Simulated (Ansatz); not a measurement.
Bulk crystal (WS2) after relaxation:

```
W S
1.0
     1.57380    0.90864    6.37046
    -1.57380    0.90864    6.37046
     0.00000   -1.81727    6.37046
W S
1 2
Direct
  0.99933 0.99933 0.99933
  0.74796 0.74796 0.74796
  0.58401 0.58401 0.58401
```

Miller indices refer to the conventional cell of R3m (No. 160), a = 3.148 Å, b = 3.148 Å, c = 19.111 Å, α = 90.00°, β = 90.00°, γ = 120.00°. The bulk's gap is 1.14 eV.

The (001) slab of 4 planes, 6.4 Å thick with 15 Å of vacuum as cut; outer planes W (top) and W (bottom).

Theory: Ansatz 0.2.0, DFT PBEsol, scalar-relativistic, plane waves, PAW. Plane waves to 420 eV, a k mesh through Γ of 9×9×1 on the computed 4-atom cell and Gaussian smearing (0.05 eV); no spin polarisation. The cell repeats along c with a dipole correction in the vacuum.

The slab isn't stoichiometric (WS), so its surface energy depends on the chemical potentials; it is given with the excess atoms taken from the element's standard state, a limit at which the compound may itself be unstable, so the figure can be too low. This cut of an insulator is polar or leaves open shells, so the slab is metallic here; real surfaces compensate by reconstruction or adsorbates. The slab's middle planes relax by over 3 % too, so it holds no bulk-like region.

Results for the relaxed slab:

```json
{
  "Surface energy with the excess atoms taken from the elements": "4.35 J/m²",
  "Gap of the slab on the mesh": "none (metal or semimetal)",
  "Work function": "4.66 eV (top), 4.67 eV (bottom)"
}
```

Relaxation lowers the energy by 0.067 J/m² a face; the largest move is 0.282 Å.

```
plane (bottom to top) atoms spacing to next, bulk (Å) relaxed (Å) change (%)
                    1      W                      1.567        1.497        -4.4
                    2      S                      3.237        2.810       -13.2
                    3      S                      1.567        1.498        -4.4
                    4      W
```

Spin-orbit coupling is left out, which matters for the bands of heavy elements. An odd mesh misses points on the zone edge, so a gap read on it can be too wide. Each cell of WS2 holds layers, and where no dispersion correction was added their binding is poorly described. Gaps are read on the k points sampled, so a band crossing between them can be missed.

The reference crystal is a form of WS2, which isn't its usual structure.